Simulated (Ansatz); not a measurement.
Reactions of C₅H₁₀, SMILES `C=C(C)CC`.

Program: Ansatz. Geometries: PBE0-D4/def2-TZVP. ΔE: electronic, gas phase. CBS: MP2 limit from def2 TZ/QZ plus the TZ coupled-cluster correction, frozen cores. This one scheme is used for every species. DFT in def2-TZVPP. For Se outer-core shells are correlated without core-valence functions, which leaves a few kJ/mol of doubt a bond. Scalar relativity is left out up to krypton. One conformer a species, not always the lowest.

```csv
reaction,PBE0-D4 (kcal/mol),MP2/CBS(def2) (kcal/mol),CCSD/CBS(def2) (kcal/mol),CCSD(T)/CBS(def2) (kcal/mol)
`C=C(C)CC` + `CNCN` → `CNCNC` + `C=C(C)C`,6.6,7.8,7.1,7.3
`C=C(C)CC` + `C[NH][Al]([OH])[OH]` → `C[N](C)[Al]([OH])[OH]` + `C=CCC`,9.8,10.9,10.2,10.1
`C=C(C)CC` + `CNB(F)F` → `CN(C)B(F)F` + `C=CCC`,8.9,9.5,8.6,8.7
`C=C(C)CC` + `Sc1ccccc1` → `CCSc1ccccc1` + `C=CC`,2.4,2.0,3.0,2.5
`C=C(C)CC` + H₂Se → `C=C(C)[SeH]` + `CC`,1.2,0.3,1.9,1.5
`C=C(C)CC` + `N#CO` → `CCOC#N` + `C=CC`,8.4,9.8,8.0,8.2
`C=C(C)CC` + `F[SiH2]P` → `C[SiH](F)P` + `C=C(C)C`,-13.6,-13.3,-12.9,-13.0
`C=C(C)CC` + H₂ → `C=C(C)C` + CH₄,-17.4,-15.8,-17.6,-16.7
`C=C(C)CC` + HCl → `C=C(C)Cl` + `CC`,3.5,4.5,4.9,4.7
```

Largest T1 diagnostic: 0.014, for `N#CO`.
